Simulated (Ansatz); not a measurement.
# Cr (Im-3m) in Ansatz: further runs

The runs below take Cr through single point, equation of state, with r2SCAN+D4.

Everything below comes from runs of Ansatz 0.2.0. Logs are shortened: lines on timing, memory, paths and dates and some standing lists are left out, and cuts for length are marked.

### 1 Starting point

Symmetry: Im-3m, No. 229, cubic system. The conventional cell has a = 2.969 Å, b = 2.969 Å, c = 2.969 Å, α = 90.00°, β = 90.00°, γ = 90.00°. Cr (site symmetry m-3m) has 8 Cr at 2.57 Å as nearest neighbours.

### 2 Single point, r2SCAN+D4, collinear spin, ferromagnetic start, 12.30 Å³/atom (volume scaled by 0.94)

input.yaml

```yaml
crystal:
  lattice:
    - [-1.4541462833, 1.4541462833, 1.4541462833]
    - [1.4541462833, -1.4541462833, 1.4541462833]
    - [1.4541462833, 1.4541462833, -1.4541462833]
  atoms:
    - { symbol: Cr, position: [0.0, 0.0, 0.0], spin: 3.0 }
hamiltonian:
  xc: r2scan
  pseudopotentials: { kind: paw }
  dispersion: d4
magnetization:
  spin_polarized: true
kpoints:
  mp_grid: { grid: [12, 12, 12] }
scf:
  occupations: { method: fermi_dirac, width: 0.05 }
output:
  forces: true
  stress: true
  eigenvalues: true
```

Potentials or basis: Ansatz PAW.

Started as:

```
$ ansatz run input.yaml --threads 2 --pin off --max-ram 5120MiB --backend cpu --events-out ev --progress --plain --runs-dir out
```

Standard output:

```text
Warning: RAYON_NUM_THREADS=2 ignored (pool sized by the plan → 2); use --threads N
Engine: ansatz 0.2.0, aarch64-unknown-linux-gnu
Pseudopotentials: kind: paw
Pseudopotential: Cr, paw, valence charge 14, recommended cutoff 500 eV (meta_gga), Cr.paw.azcp
Functional definition: r2SCAN
  parameter k0 = 0.174
  parameter k1 = 0.065
  parameter a1 = 4.9479
  exchange = r2scan_x(k0 = k0, k1 = k1, a1 = a1)
  correlation = r2scan_c
Crystal: 1 atoms, lattice volume = 12.299 Å³
Basis set: ecut = 500 eV, 321 PW (Γ), exchange–correlation on 80×80×80 points (64 copies of the dense FFT grid, shifted against one another)
Bands: 13, of which v1, the nominal top of the filled ones, is band 7 counted from 1 (6 counted from 0)
Symmetry: 48 space group operations
Space group: Im-3m (ITA 229), of the structure as read, at distance tolerance 2.3e-5 Å
Magnetic group: BNS 229.140 (UNI 1642), of the structure as read, at distance tolerance 2.3e-5 Å
k-points: 72 of 1728
Non-local potential: Cr, projectors of the file, l = 0: 3, l = 1: 2, l = 2: 3, l = 3: 1
PAW form: soft (Blöchl's): semilocal exchange-correlation on the pseudo side does not see the compensation charge
PAW frozen core: Cr, regenerated for the run's functional (the file was generated under x = pbe(κ = 0.804, μ = 0.2195149727645171), c = pbe(β = 0.06672455060314922))
PAW one-centre angular grid: Cr, 590 points (default); XC on 160 Gauss nodes
Initial density: superposition of atomic densities (chi_scale 0.1, normalization cell)
Starting moments: Σ|m| = 3 μB on 1 of 1 site
Initial wavefunctions: pseudopotential atomic-orbital guess
Functional: x = r2scan, c = r2scan; τ floored in thin density (d = 2e-4 eV/Å³)
SCF iter   1: F=—  HF=-3382.498542 eV  |F-HF|=—  |Δ(HF+E_count)|=         —  Δρ=1.58e-1 (↑1.58e-1 ↓5.76e-2)  dr2=3.76e0  dr2_τ=3.01e-2  dr2_m=5.94e-1  M=1.960 μB ∫|m|=1.960 μB  β_m=0.86  ethr=3.10e-3  ⟨swp⟩=4.0  Hψ=8470  notcnv=0
Mixer restart at iter 1: flushing history
preconditioner: auto → none  [metal: Δε(μ)=0.014 eV  Ē_g=12.431 eV  σ=0.050 eV  W_gap=0.07  n_scr=0 (ndim 8)  ℏωp=25.9 eV  f_vac=0.000  D(μ)=1.87/eV (n_scr^D=18)]
SCF iter   2: F=—  HF=-3381.485241 eV  |F-HF|=—  |Δ(HF+E_count)|=    1.01e0  Δρ=2.79e-2 (↑2.43e-2 ↓2.79e-2)  dr2=2.59e-1  dr2_τ=7.28e-3  dr2_m=1.13e-2  M=1.887 μB ∫|m|=1.887 μB  β_m=1.00  ethr=3.10e-3  ⟨swp⟩=2.0  Hψ=4708  notcnv=0  defer=120  κ⁻¹=1.0e0(r=1)
SCF iter   3: F=—  HF=-3384.168486 eV  |F-HF|=—  |Δ(HF+E_count)|=         —  Δρ=1.90e-1 (↑1.90e-1 ↓1.60e-1)  dr2=2.26e-1  dr2_τ=1.10e-1  dr2_m=3.38e0  M=0.029 μB ∫|m|=0.098 μB  β_m=1.00  ethr=1.85e-3  ⟨swp⟩=2.4  Hψ=3223  notcnv=0  defer=119
Mixer restart at iter 3: flushing history
SCF iter   4: F=—  HF=-3382.662699 eV  |F-HF|=—  |Δ(HF+E_count)|=    1.51e0  Δρ=3.48e-2 (↑2.90e-2 ↓3.48e-2)  dr2=3.56e-1  dr2_τ=2.95e-3  dr2_m=1.75e-3  M=0.012 μB ∫|m|=0.038 μB  β_m=0.50  ethr=3.57e-4  ⟨swp⟩=2.9  Hψ=4204  notcnv=0  defer=127
SCF iter   5: F=—  HF=-3382.533497 eV  |F-HF|=—  |Δ(HF+E_count)|=   1.29e-1  Δρ=5.55e-3 (↑2.34e-3 ↓5.55e-3)  dr2=4.36e-3  dr2_τ=8.35e-4  dr2_m=5.93e-4  M=0.012 μB ∫|m|=0.031 μB  β_m=0.80  ethr=3.57e-4  ⟨swp⟩=2.6  Hψ=4244  notcnv=0  defer=79  κ⁻¹=1.0e0(r=1)
SCF iter   6: F=—  HF=-3382.535769 eV  |F-HF|=—  |Δ(HF+E_count)|=   2.27e-3  Δρ=1.73e-3 (↑6.49e-4 ↓1.73e-3)  dr2=6.40e-5  dr2_τ=7.67e-6  dr2_m=1.38e-4  M=0.009 μB ∫|m|=0.019 μB  β_m=0.90  ethr=3.11e-5  ⟨swp⟩=2.3  Hψ=3701  notcnv=0  defer=93  κ⁻¹=3.4e-3(r=2)
SCF iter   7: F=—  HF=-3382.536336 eV  |F-HF|=—  |Δ(HF+E_count)|=   5.67e-4  Δρ=8.91e-4 (↑5.12e-4 ↓8.91e-4)  dr2=3.10e-5  dr2_τ=2.50e-6  dr2_m=3.36e-5  M=0.006 μB ∫|m|=0.011 μB  β_m=1.00  ethr=4.57e-7  ⟨swp⟩=2.0  Hψ=2887  notcnv=0  defer=93  κ⁻¹=1.2e-4(r=3)
SCF iter   8: F=—  HF=-3382.536735 eV  |F-HF|=—  |Δ(HF+E_count)|=   3.99e-4  Δρ=2.81e-4 (↑2.81e-4 ↓2.08e-4)  dr2=7.96e-6  dr2_τ=3.63e-7  dr2_m=1.14e-6  M=0.002 μB ∫|m|=0.003 μB  β_m=0.70  ethr=2.21e-7  ⟨swp⟩=2.0  Hψ=2897  notcnv=0  defer=93  κ⁻¹=7.2e-6(r=4)
SCF iter   9: F=—  HF=-3382.536872 eV  |F-HF|=—  |Δ(HF+E_count)|=   1.37e-4  Δρ=1.07e-4 (↑9.49e-5 ↓1.07e-4)  dr2=1.50e-6  dr2_τ=8.68e-8  dr2_m=2.50e-7  M=0.001 μB ∫|m|=0.001 μB  β_m=0.66  ethr=5.68e-8  ⟨swp⟩=2.0  Hψ=2891  notcnv=0  defer=93  κ⁻¹=9.5e-7(r=5)
SCF iter  10: F=—  HF=-3382.536899 eV  |F-HF|=—  |Δ(HF+E_count)|=   2.77e-5  Δρ=3.79e-5 (↑1.51e-5 ↓3.79e-5)  dr2=2.08e-7  dr2_τ=3.83e-9  dr2_m=3.26e-8  M=0.000 μB ∫|m|=0.000 μB  β_m=0.49  ethr=1.07e-8  ⟨swp⟩=2.0  Hψ=2896  notcnv=0  defer=93  κ⁻¹=1.4e-7(r=6)
SCF iter  11: F=—  HF=-3382.536900 eV  |F-HF|=—  |Δ(HF+E_count)|=   3.41e-7  Δρ=1.44e-5 (↑1.08e-5 ↓1.44e-5)  dr2=2.57e-8  dr2_τ=1.11e-9  dr2_m=8.80e-9  M=0.000 μB ∫|m|=0.000 μB  β_m=0.49  ethr=1.49e-9  ⟨swp⟩=2.0  Hψ=2771  notcnv=0  defer=93  κ⁻¹=3.6e-8(r=7)
SCF iter  12: F=—  HF=-3382.536900 eV  |F-HF|=—  |Δ(HF+E_count)|=   2.04e-8  Δρ=2.43e-6 (↑1.64e-6 ↓2.43e-6)  dr2=5.85e-10  dr2_τ=3.26e-11  dr2_m=2.55e-10  M=0.000 μB ∫|m|=0.000 μB  β_m=0.35  ethr=1.84e-10  ⟨swp⟩=2.0  Hψ=2884  notcnv=0  defer=93  κ⁻¹=3.5e-9(r=8)
SCF iter  13: F=—  HF=-3382.536900 eV  |F-HF|=—  |Δ(HF+E_count)|=  5.50e-10  Δρ=1.12e-6 (↑1.12e-6 ↓1.08e-6)  dr2=8.68e-11  dr2_τ=1.21e-11  dr2_m=9.02e-11  M=0.000 μB ∫|m|=0.000 μB  β_m=1.00  ethr=4.18e-12  ⟨swp⟩=2.8  Hψ=2769  notcnv=0  defer=93  κ⁻¹=6.7e-9(r=8)
SCF iter  14: F=-3382.536900 eV  HF=-3382.536900 eV  |F-HF|=7.09e-11  |Δ(HF+E_count)|=   1.00e-9  Δρ=3.31e-7 (↑3.18e-7 ↓3.31e-7)  dr2=1.89e-12  dr2_τ=5.95e-13  dr2_m=9.64e-12  M=-0.000 μB ∫|m|=0.000 μB  ethr=1.00e-12  ⟨swp⟩=3.2  Hψ=6877  notcnv=0
SCF 1 converged in 14 iterations: F = -3382.536900 eV  dr2 = 1.89e-12
WARN: the starting moments were not kept: the SCF closed with an absolute magnetisation of 2.7e-6 μB, where they sum to 3 μB in size (1 site). That is at most 0.1 of that sum. Measured as dr2_m measures the in/out step, that magnetisation stands 4.6e-12 eV from none, at or under the dr2_threshold of 1.0e-7 eV: it is no larger than a step whose dr2_m would equal this threshold. The system may hold no moment; this SCF shows only that its start led to no more than that. To try another start: raise the starting moments (crystal.atoms[].spin, magnetization.per_species, magnetization.initial_magnetization, or on a non-collinear deck that types none of these the spinor_matrix: blocks that start its atoms; where the total moment is fixed, keep their sum and leave initial_magnetization as it is; typed ones take the place of any that the run laid by itself, positive ones on a crystal's lanthanoids without a Hubbard term where scf.initial_density.shell_occupations: [] is typed) or, if the notice of its spin-set hold's release reads "site moments contracting" or "site moments show no strong build", lengthen the hold (scf.mixing.spin_hold: { on: { confirm: 4 } }; for m-r²SCAN on two components see the key's manual first). Each may lead to a state that holds a moment. A second SCF, from the converged charge density, with the starting moments and any scf.initial_density.shell_occupations laid on it anew, would have followed, and was not run: the deck does not ask for one (magnetization.retry_lost_moments is false, the default). To let it run, set magnetization.retry_lost_moments: true and run the deck again, where that key's refused combinations let it; where memory then withholds it, that run's warning says so.
this state was not tested for a lower state beside it, because the mixer in use, unlike msr1, does not test its closes by its own steps (another_mixer; see scf.mixing.algorithm and scf.lower_state_search)
SCF converged after 14 iterations
Magnetization: -0.0000 μB (7.0000 up, 7.0000 down)
Absolute magnetization: 0.0000 μB (∫|ρ↑−ρ↓|, with the PAW one-centre terms)
Spin contamination: 0.0000 ħ² per cell (⟨S²⟩ above its minimum at these occupations)
Per-site moments (μB) at R_I (Å): [(-1.3037731334953474e-6, 1.0389452882791317)]
Free energy (F): -3382.536900 eV
Harris-Foulkes:  -3382.536900 eV  (|F-HF|=7.09e-11)
Internal energy: -3382.531549 eV  (E = F + TS)
E sigma→0 (E₀):  -3382.534224 eV
Entropy (-TS):   -0.005351 eV (-5.351 meV/atom)
Fermi energy:    17.885950 eV
--- Per-component energies (eV) ---
  E_band       = -180.622395
  E_kinetic    = 341.657775
  E_local      = -1226.441500  (includes V_loc(G=0)·N_el)
  E_nonlocal   = 77.848341
  E_hartree    = 529.522834
  E_xc         = -137.428098
  E_vxc        = -199.932426  (∫ρ·V_xc dr)
  E_paw        = -1201.441582  (= ΣΔE_a)
  E_vpaw       = -245.404748  (= ΣTr[D̂ρ^β])
  E_aug_tail   = 0.000240  (compensation charges beyond the density's cutoff)
  E_vtau       = 12.604277  (kinetic-family band-sum trace: ∫τ·v_τ [+ j·A + Jᵃ·Aᵃ] dr)
  E_ewald      = -1765.833281
  E_disp       = -0.143948  (pairwise vdW)
  E_core_change = -0.272327  (= ΣΔE_core)
  E_smearing   = -0.005351  (= −TS)
  E_closure    = 0.000000  (closes the sum)
  Σ components = -3382.536900   (vs F -3382.536900, Δ=0.00e0)
--- Forces (eV/Å), atoms counted from 1 ---
  atom   1  Cr    -0.00000000     0.00000000     0.00000000
  max |Σ_I F_I| component: 8.63e-32 eV/Å
--- Stress (GPa, compression-positive) ---
      -21.153057      -0.000000       0.000000
        0.000000     -21.153057      -0.000000
       -0.000000       0.000000     -21.153057
  P = ⅓ Tr σ = -21.1531 GPa (-211.531 kbar)
--- Band table (eV; the first three rows and the last of 144) ---
  k-point 0 ↑: bands = ["-56.7801", "-26.4040", "-26.4040", "-26.4040", "9.7808", "17.0682", "17.0682", "17.0682", "19.3120", "19.3120", "40.6307", "40.6307", "40.6307"]
  k-point 1 ↑: bands = ["-56.7690", "-26.4588", "-26.4210", "-26.4042", "10.0816", "16.9567", "17.0463", "17.2641", "19.1910", "19.3197", "39.7357", "40.4682", "40.7696"]
  k-point 2 ↑: bands = ["-56.7386", "-26.6071", "-26.4674", "-26.4050", "10.9307", "16.6619", "16.9323", "17.8220", "18.9811", "19.3498", "37.5114", "39.6309", "41.1090"]
  k-point 71 ↓: bands = ["-56.4954", "-26.9500", "-26.9500", "-26.9500", "13.9614", "13.9614", "20.2525", "20.2525", "20.2525", "28.4018", "28.4018", "28.4018", "34.8678"]
```

It took 3.8 s on 2 threads of Arm Neoverse V1, shared host; peak memory 0.32 GiB.

Results:

- Free energy: -3382.5369 eV
- Pressure: -21.2 GPa
- Band gap on the k mesh: none (metal or under the smearing width)
- Net moment: 0.00 μB per cell
- Absolute moment: 0.00 μB per cell

Caveat: the magnetic or orbital state may not be the lowest; the starting moments collapsed, and a magnetic state may lie lower; pairwise dispersion overbinds metals, which lowers pressure and volume; the PAW data sets come from PBE, with cores solved anew for the run's functional, which leaves a small shift of forces and pressure; the starting moments weren't kept.

### 3 Single point, r2SCAN+D4, collinear spin, ferromagnetic start, 12.56 Å³/atom (volume scaled by 0.96)

Edit input.yaml of step 2 so:

```diff
@@ -2,5 +2,5 @@
   lattice:
-    - [-1.4541462833, 1.4541462833, 1.4541462833]
-    - [1.4541462833, -1.4541462833, 1.4541462833]
-    - [1.4541462833, 1.4541462833, -1.4541462833]
+    - [-1.4643870875, 1.4643870875, 1.4643870875]
+    - [1.4643870875, -1.4643870875, 1.4643870875]
+    - [1.4643870875, 1.4643870875, -1.4643870875]
   atoms:
```

Potentials or basis: Ansatz PAW.

Started as:

```
$ ansatz run input.yaml --threads 2 --pin off --max-ram 5120MiB --backend cpu --events-out ev --progress --plain --runs-dir out
```

Wall time 4 s (2 threads of Arm Neoverse V1, shared host); peak memory 0.32 GiB.

The run converged. Its results:

```yaml
Free_energy: -3382.4992 eV
Pressure: -24.9 GPa
Band_gap_on_the_k_mesh: none (metal or under the smearing width)
Net_moment: 0.00 μB per cell
Absolute_moment: 0.00 μB per cell
```

Caveat: the magnetic or orbital state may not be the lowest; the starting moments collapsed, and a magnetic state may lie lower; pairwise dispersion overbinds metals, which lowers pressure and volume; the PAW data sets come from PBE, with cores solved anew for the run's functional, which leaves a small shift of forces and pressure; the starting moments weren't kept.

### 4 Single point, r2SCAN+D4, collinear spin, ferromagnetic start, 12.82 Å³/atom (volume scaled by 0.98)

Edit input.yaml of step 3 so:

```diff
@@ -2,5 +2,5 @@
   lattice:
-    - [-1.4643870875, 1.4643870875, 1.4643870875]
-    - [1.4643870875, -1.4643870875, 1.4643870875]
-    - [1.4643870875, 1.4643870875, -1.4643870875]
+    - [-1.4744866279, 1.4744866279, 1.4744866279]
+    - [1.4744866279, -1.4744866279, 1.4744866279]
+    - [1.4744866279, 1.4744866279, -1.4744866279]
   atoms:
```

Started as:

```
$ ansatz run input.yaml --threads 2 --pin off --max-ram 5120MiB --backend cpu --events-out ev --progress --plain --runs-dir out
```

It took 4 s on 2 threads of Arm Neoverse V1, shared host; peak memory 0.32 GiB.

The run converged. Its results:

| Quantity | Value |
| --- | --- |
| Free energy | -3382.4558 eV |
| Pressure | -28.2 GPa |
| Band gap on the k mesh | none (metal or under the smearing width) |
| Net moment | 0.00 μB per cell |
| Absolute moment | 0.00 μB per cell |

Caveat: the magnetic or orbital state may not be the lowest; the starting moments collapsed, and a magnetic state may lie lower; pairwise dispersion overbinds metals, which lowers pressure and volume; the PAW data sets come from PBE, with cores solved anew for the run's functional, which leaves a small shift of forces and pressure; the starting moments weren't kept.

### 5 Single point, r2SCAN+D4, collinear spin, ferromagnetic start, 13.08 Å³/atom

Edit input.yaml of step 4 so:

```diff
@@ -2,5 +2,5 @@
   lattice:
-    - [-1.4744866279, 1.4744866279, 1.4744866279]
-    - [1.4744866279, -1.4744866279, 1.4744866279]
-    - [1.4744866279, 1.4744866279, -1.4744866279]
+    - [-1.4844496776, 1.4844496776, 1.4844496776]
+    - [1.4844496776, -1.4844496776, 1.4844496776]
+    - [1.4844496776, 1.4844496776, -1.4844496776]
   atoms:
```

Started as:

```
$ ansatz run input.yaml --threads 2 --pin off --max-ram 5120MiB --backend cpu --events-out ev --progress --plain --runs-dir out
```

Wall time 4.1 s (2 threads of Arm Neoverse V1, shared host); peak memory 0.32 GiB.

It converged, with:

```yaml
Free_energy: -3382.4073 eV
Pressure: -31.1 GPa
Band_gap_on_the_k_mesh: none (metal or under the smearing width)
Net_moment: 0.00 μB per cell
Absolute_moment: 0.00 μB per cell
```

Caveat: the magnetic or orbital state may not be the lowest; the starting moments collapsed, and a magnetic state may lie lower; pairwise dispersion overbinds metals, which lowers pressure and volume; the PAW data sets come from PBE, with cores solved anew for the run's functional, which leaves a small shift of forces and pressure; the starting moments weren't kept.

### 6 Single point, r2SCAN+D4, collinear spin, ferromagnetic start, 13.35 Å³/atom (volume scaled by 1.02)

Edit input.yaml of step 5 so:

```diff
@@ -2,5 +2,5 @@
   lattice:
-    - [-1.4844496776, 1.4844496776, 1.4844496776]
-    - [1.4844496776, -1.4844496776, 1.4844496776]
-    - [1.4844496776, 1.4844496776, -1.4844496776]
+    - [-1.4942807567, 1.4942807567, 1.4942807567]
+    - [1.4942807567, -1.4942807567, 1.4942807567]
+    - [1.4942807567, 1.4942807567, -1.4942807567]
   atoms:
```

Potentials or basis: Ansatz PAW.

Started as:

```
$ ansatz run input.yaml --threads 2 --pin off --max-ram 5120MiB --backend cpu --events-out ev --progress --plain --runs-dir out
```

Run time: 4 s. Hardware: 2 threads of Arm Neoverse V1, shared host; peak memory 0.32 GiB.

Results (log left out):

- Free energy: -3382.3543 eV
- Pressure: -33.7 GPa
- Band gap on the k mesh: none (metal or under the smearing width)
- Net moment: 0.00 μB per cell
- Absolute moment: 0.00 μB per cell

Caveat: the magnetic or orbital state may not be the lowest; the starting moments collapsed, and a magnetic state may lie lower; pairwise dispersion overbinds metals, which lowers pressure and volume; the PAW data sets come from PBE, with cores solved anew for the run's functional, which leaves a small shift of forces and pressure; the starting moments weren't kept.

### 7 Single point, r2SCAN+D4, collinear spin, ferromagnetic start, 13.61 Å³/atom (volume scaled by 1.04)

Edit input.yaml of step 6 so:

```diff
@@ -2,5 +2,5 @@
   lattice:
-    - [-1.4942807567, 1.4942807567, 1.4942807567]
-    - [1.4942807567, -1.4942807567, 1.4942807567]
-    - [1.4942807567, 1.4942807567, -1.4942807567]
+    - [-1.5039841504, 1.5039841504, 1.5039841504]
+    - [1.5039841504, -1.5039841504, 1.5039841504]
+    - [1.5039841504, 1.5039841504, -1.5039841504]
   atoms:
```

Started as:

```
$ ansatz run input.yaml --threads 2 --pin off --max-ram 5120MiB --backend cpu --events-out ev --progress --plain --runs-dir out
```

Wall time 4.2 s (2 threads of Arm Neoverse V1, shared host); peak memory 0.32 GiB.

It converged, with:

```yaml
Free_energy: -3382.2974 eV
Pressure: -36.0 GPa
Band_gap_on_the_k_mesh: none (metal or under the smearing width)
Net_moment: 0.00 μB per cell
Absolute_moment: 0.00 μB per cell
```

Caveat: the magnetic or orbital state may not be the lowest; the starting moments collapsed, and a magnetic state may lie lower; pairwise dispersion overbinds metals, which lowers pressure and volume; the PAW data sets come from PBE, with cores solved anew for the run's functional, which leaves a small shift of forces and pressure; the starting moments weren't kept.

### 8 Single point, r2SCAN+D4, collinear spin, ferromagnetic start, 13.87 Å³/atom (volume scaled by 1.06)

Edit input.yaml of step 7 so:

```diff
@@ -2,5 +2,5 @@
   lattice:
-    - [-1.5039841504, 1.5039841504, 1.5039841504]
-    - [1.5039841504, -1.5039841504, 1.5039841504]
-    - [1.5039841504, 1.5039841504, -1.5039841504]
+    - [-1.5135639255, 1.5135639255, 1.5135639255]
+    - [1.5135639255, -1.5135639255, 1.5135639255]
+    - [1.5135639255, 1.5135639255, -1.5135639255]
   atoms:
```

Started as:

```
$ ansatz run input.yaml --threads 2 --pin off --max-ram 5120MiB --backend cpu --events-out ev --progress --plain --runs-dir out
```

Wall time 4.7 s (2 threads of Arm Neoverse V1, shared host); peak memory 0.32 GiB.

It converged, with:

```
Free energy            : -3382.2371 eV
Pressure               : -37.9 GPa
Band gap on the k mesh : none (metal or under the smearing width)
Net moment             : 0.00 μB per cell
Absolute moment        : 0.00 μB per cell
```

Caveat: the magnetic or orbital state may not be the lowest; the starting moments collapsed, and a magnetic state may lie lower; pairwise dispersion overbinds metals, which lowers pressure and volume; the PAW data sets come from PBE, with cores solved anew for the run's functional, which leaves a small shift of forces and pressure; the starting moments weren't kept.

### 9 Equation of state, r2SCAN+D4, collinear spin, ferromagnetic start

Potentials or basis: Ansatz PAW.

This step only gathers the single runs of the series.

What came out:

```yaml
Equilibrium_volume: "11.23 Å³/atom (rough: see the caveat)"
Bulk_modulus: 284 GPa (rough)
```

Energy against volume, from the lowest point:
```
volume (Å³/atom)  energy (meV/atom)
          12.299               0.00
          12.561              37.66
          12.823              81.09
          13.084             129.58
          13.346             182.55
          13.608             239.47
          13.870             299.84
```

Caveat: the magnetic or orbital state may not be the lowest; the minimum lies outside the volumes run; the PAW data sets were made with another functional, which shifts forces and pressure a little.
